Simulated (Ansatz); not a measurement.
**Ca: all-electron results**

```xyz
2
Lattice="3.9800 0.0000 0.0000 -1.9900 3.4468 0.0000 0.0000 0.0000 6.5200" Properties=species:S:1:pos:R:3 pbc="T T T"
Ca    0.0000    2.2979    1.6300
Ca    1.9900    1.1489    4.8900
```

Atoms are numbered in the order listed.

Conventional cell: a = 3.980 Å, b = 3.980 Å, c = 6.520 Å, α = 90.00°, β = 90.00°, γ = 120.00°. Ca (atom 1) is surrounded by 12 Ca at 3.98 to 3.99 Å.

The cell is a measured one (Crystallography Open Database entry 9008489); the temperature and pressure of the measurement aren't taken into account, and nothing was relaxed. It was measured hot, at 723 K.

All numbers below come from Ansatz 0.2.0, DFT, PBE, all-electron LAPW, scalar-relativistic.

Sampling and basis: a Γ-centred 11×11×6 k mesh, Fermi–Dirac smearing of 0.08 eV, basis error target 0.5 meV/atom, no spin polarisation.

```
Pressure at this cell                             : -0.83 GPa
Band gap                                          : none at this level of theory (metallic, semimetallic, or a small gap that the functional closes)
Stress xx, yy, zz (compression positive)          : -0.85, -0.85, -0.80 GPa
Density of states at the Fermi level (0.2 eV bin) : 1.34 states/eV per cell
Volume per atom                                   : 44.72 Å³
```
